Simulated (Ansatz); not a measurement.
An Ansatz input:

```yaml
crystal:
  lattice:
    - [5.3162123876, 3.069316653, 1.4463274568]
    - [-5.3162123876, 3.069316653, 1.4463274568]
    - [0.0, -6.1386333061, 1.4463274567]
  atoms:
    - { symbol: Se, position: [0.3132394375, 0.174552489, 0.916825485] }
    - { symbol: Se, position: [0.916825485, 0.3132394375, 0.174552489] }
    - { symbol: Se, position: [0.174552489, 0.916825485, 0.3132394375] }
    - { symbol: Se, position: [0.6867605625, 0.825447511, 0.083174515] }
    - { symbol: Se, position: [0.083174515, 0.6867605625, 0.825447511] }
    - { symbol: Se, position: [0.825447511, 0.083174515, 0.6867605625] }
hamiltonian:
  xc: lda
  pseudopotentials:
    kind: paw
    azcp:
      Se: "pseudopotentials/Se.paw.azcp"
basis:
  ecutwfc: 420
  fft_grid_basis: typed
kpoints:
  mp_grid: { grid: [8, 8, 8], shift: [0, 0, 0] }
magnetization:
  spin_polarized: false
scf:
  occupations: { method: fermi_dirac, width: 0.05 }
```

Output

```
Warning: the record states the generating functional pbe (its physics header spells it `PBE`), which answers neither for hamiltonian.xc's functional nor for the lda family's — results may be inconsistent (PPs are generated against a specific XC)
Engine: ansatz 0.2.0, x86_64-unknown-linux-gnu
Pseudopotentials: kind: paw
Pseudopotential: Se, paw, valence charge 16, recommended cutoff 420 eV (normal) 
Functional definition: SPW92
  exchange = slater_x
  correlation = pw_c
Crystal: 6 atoms, lattice volume = 141.600 Å³
Basis set: ecut = 420 eV, 2777 PW (Γ)
Bands: 54, of which v1, the nominal top of the filled ones, is band 48 counted from 1 (47 counted from 0)
Symmetry: 6 space group operations
Space group: R-3 (ITA 148), of the structure as read, at distance tolerance 5.2e-5 Å
k-points: 90 of 512
Non-local potential: Se, projectors of the file, l = 0: 2, l = 1: 2, l = 2: 3, l = 3: 1
PAW form: soft (Blöchl's): semilocal exchange-correlation on the pseudo side does not see the compensation charge
PAW frozen core: Se, regenerated for the run's functional, and the local potential with it (the file was generated under x = pbe(κ = 0.804, μ = 0.2195149727645171), c = pbe(β = 0.06672455060314922))
PAW one-centre angular grid: Se, 590 points (default); XC on 64 Gauss nodes
Initial density: superposition of atomic densities (neutral atoms: chi_scale 0, normalization atom), corrected by the library's trained network
Initial wavefunctions: pseudopotential atomic-orbital guess
Functional: x = slater, c = lda
SCF iter   1: F=—  HF=-32299.311228 eV  |F-HF|=—  |Δ(HF+E_count)|=         —  Δρ=5.11e-3  dr2=1.64e-2  ethr=1.77e-3  ⟨swp⟩=6.0  Hψ=18009  notcnv=0
SCF iter   2: F=—  HF=-32299.306783 eV  |F-HF|=—  |Δ(HF+E_count)|=   4.44e-3  Δρ=2.78e-3  dr2=5.29e-3  ethr=1.71e-5  ⟨swp⟩=1.0  Hψ=5760  notcnv=0
SCF iter   3: F=—  HF=-32299.305464 eV  |F-HF|=—  |Δ(HF+E_count)|=   1.32e-3  Δρ=2.39e-4  dr2=8.52e-5  ethr=5.51e-6  ⟨swp⟩=2.0  Hψ=6460  notcnv=0
SCF iter   4: F=—  HF=-32299.305497 eV  |F-HF|=—  |Δ(HF+E_count)|=   3.28e-5  Δρ=1.05e-4  dr2=1.98e-5  ethr=8.87e-8  ⟨swp⟩=2.0  Hψ=9160  notcnv=0
SCF iter   5: F=—  HF=-32299.305495 eV  |F-HF|=—  |Δ(HF+E_count)|=   1.35e-6  Δρ=2.86e-5  dr2=2.68e-6  ethr=2.06e-8  ⟨swp⟩=2.0  Hψ=9160  notcnv=0
SCF iter   6: F=—  HF=-32299.305496 eV  |F-HF|=—  |Δ(HF+E_count)|=   3.46e-7  Δρ=7.62e-6  dr2=2.01e-7  ethr=2.79e-9  ⟨swp⟩=2.0  Hψ=5811  notcnv=0
SCF iter   7: F=-32299.305496 eV  HF=-32299.305496 eV  |F-HF|=1.80e-9  |Δ(HF+E_count)|=   2.70e-8  Δρ=1.90e-6  dr2=8.68e-9  ethr=1.04e-10  ⟨swp⟩=2.0  Hψ=9540  notcnv=0
SCF 1 converged in 7 iterations: F = -32299.305496 eV  dr2 = 8.68e-9
SCF converged after 7 iterations
Free energy (F): -32299.305496 eV
Harris-Foulkes:  -32299.305496 eV  (|F-HF|=1.80e-9)
Internal energy: -32299.305454 eV  (E = F + TS)
E sigma→0 (E₀):  -32299.305475 eV
Entropy (-TS):   -0.000042 eV (-0.007 meV/atom)
Fermi energy:    8.827812 eV
--- Per-component energies (eV) ---
  E_band       = -2318.130275
  E_kinetic    = 709.363187
  E_local      = -14432.330695  (includes V_loc(G=0)·N_el)
  E_nonlocal   = -3526.037373
  E_hartree    = 7124.321576
  E_xc         = -620.316398
  E_vxc        = -589.149348  (∫ρ·V_xc dr)
  E_paw        = -10966.314150  (= ΣΔE_a)
  E_vpaw       = 1271.381309  (= ΣTr[D̂ρ^β])
  E_aug_tail   = -0.003630  (compensation charges beyond the density's cutoff)
  E_ewald      = -10601.292144
  E_core_change = 13.304174  (= ΣΔE_core)
  E_smearing   = -0.000042  (= −TS)
  E_closure    = 0.000000  (closes the sum)
  Σ components = -32299.305496   (vs F -32299.305496, Δ=0.00e0)
```
